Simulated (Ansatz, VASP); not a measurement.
## AlN in VASP and in Ansatz

Contents of INCAR:

```
PREC = Accurate
ENCUT = 520
EDIFF = 1E-6
ISMEAR = 0
SIGMA = 0.05
LREAL = False
LASPH = True
NELM = 60
ALGO = Normal
ISIF = 2
LWAVE = False
LCHARG = True
GGA = PE
LELF = True
LVHAR = True
NBANDS = 16
```

KPOINTS

```
regular mesh
0
Gamma
  12 12 6
```

File POSCAR:

```
AlN
1.0
    3.1110021516      0.0000000000      0.0000000000
   -1.5555010758      2.6942068945      0.0000000000
    0.0000000000      0.0000000000      4.9780000000
Al N
2 2
Direct
    0.3333333333      0.6666666667      0.0052142702
    0.6666666667      0.3333333333      0.5052142702
    0.3333333333      0.6666666667      0.3749558055
    0.6666666667      0.3333333333      0.8749558055
```

Input for Ansatz:

```yaml
crystal:
  lattice:
    - [3.1110021516, 0.0, 0.0]
    - [-1.5555010758, 2.6942068945, 0.0]
    - [0.0, 0.0, 4.978]
  atoms:
    - { symbol: Al, position: [0.3333333333, 0.6666666667, 0.0052142702] }
    - { symbol: Al, position: [0.6666666667, 0.3333333333, 0.5052142702] }
    - { symbol: "N", position: [0.3333333333, 0.6666666667, 0.3749558055] }
    - { symbol: "N", position: [0.6666666667, 0.3333333333, 0.8749558055] }
basis:
  ecutwfc: 420
kpoints:
  mp_grid: { grid: [12, 12, 6] }
hamiltonian:
  xc: pbe
scf:
  occupations: { method: gaussian, width: 0.05 }
output:
  forces: true
  stress: true
  eigenvalues: true
```

Change from the starting cell: mode 7 (584.8 1/cm) frozen in, largest displacement -0.050 Å.

Alike in both runs: task single point; functional PBE; k mesh 12 × 12 × 6; occupations gaussian, width 0.05 eV; no spin polarisation.

|  | VASP | Ansatz |
| --- | --- | --- |
| version | VASP 6.6.1 | Ansatz 0.2.0 |
| potentials or method | VASP PAW PBE potentials, release 64 (Al, N) | scalar-relativistic, plane waves, PAW |
| plane-wave cutoff (eV) | 520 | 420 |
| valence electrons in the cell | 16 | 16 |

|  | VASP | Ansatz | Ansatz less VASP |
| --- | --- | --- | --- |
| gap on the k mesh at the Fermi level (eV) | 4.33 | 4.32 | -0.011 |
| least direct gap on the mesh (eV) | 4.33 | 4.32 | -0.011 |
| pressure (GPa) | 4.5 | 4.7 | +0.25 |
| largest component of the traceless stress (GPa) | 6.55 | 6.47 | -0.081 |
| rms of the force components (eV/Å) | 0.530 | 0.528 | -0.0018 |

Atom by atom the forces differ by 0.002 eV/Å (rms over components).

A k mesh can miss the band edges.
